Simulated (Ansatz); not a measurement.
InN (zinc blende)

```
InN
1.0
    0.00000     2.52449     2.52449
    2.52449     0.00000     2.52449
    2.52449     2.52449     0.00000
N In
1 1
Direct
  0.75000   0.75000   0.75000
  0.00000   0.00000   0.00000
```

The slice is a {100} plane (indices of the conventional cell) through the point (0.000, 0.000, 0.000) (fractional), spanned by u = [100] and v = [0 1 -1] in vectors of this cell: u (3.57 Å) and v (3.57 Å, at 90° to u). It covers one period; positions are fractions (u, v).

These are PBE (plane waves to 420 eV, PAW, scalar-relativistic; Ansatz, a quantum-chemistry and plane-wave program) values and carry that method's errors. k mesh 11×11×11. Inside the PAW spheres the values are not all-electron values, and peaks at nuclei hang on which shells count as valence. At this level the bands of InN touch or barely overlap; measurements give the solid a gap. InN was relaxed with its symmetry unable to fall.

Question: Predict the map of the electron localisation function (ELF) on the slice.

Answer: 
```
|xxx0356445799975446530xx|
|xx014654457888754456410x|
|001356544567776544565310|
|234565434445554443456543|
|556654333333333333345665|
|665543332222222223334556|
|444433322111111122333444|
|444443221100000112234444|
|555543211000000011234555|
|877643210000000001234677|
|998753210000000001235789|
|998753210000000001235789|
|998753210000000001235789|
|877643210000000001234677|
|555543211000000011234555|
|444443221100000112234444|
|444433322111111122333444|
|665543332222222223334556|
|556654333333333333345665|
|234565434445554443456543|
|001356544567776544565310|
|xx014654457888754456410x|
|xxx0356445799975446530xx|
|xxx0256445899985446520xx|
```
Scale: ten equal steps from 0.01 (start of '0') to 0.38 (end of '9'), in the order '0123456789'. Values: electron localisation function (ELF). The map has 24 points along u (one character each, u = 0 at the left) and 24 along v (v = 0 in the bottom row). Points within 0.4 Å of a nucleus are blanked (x), as the pseudised field means little there.
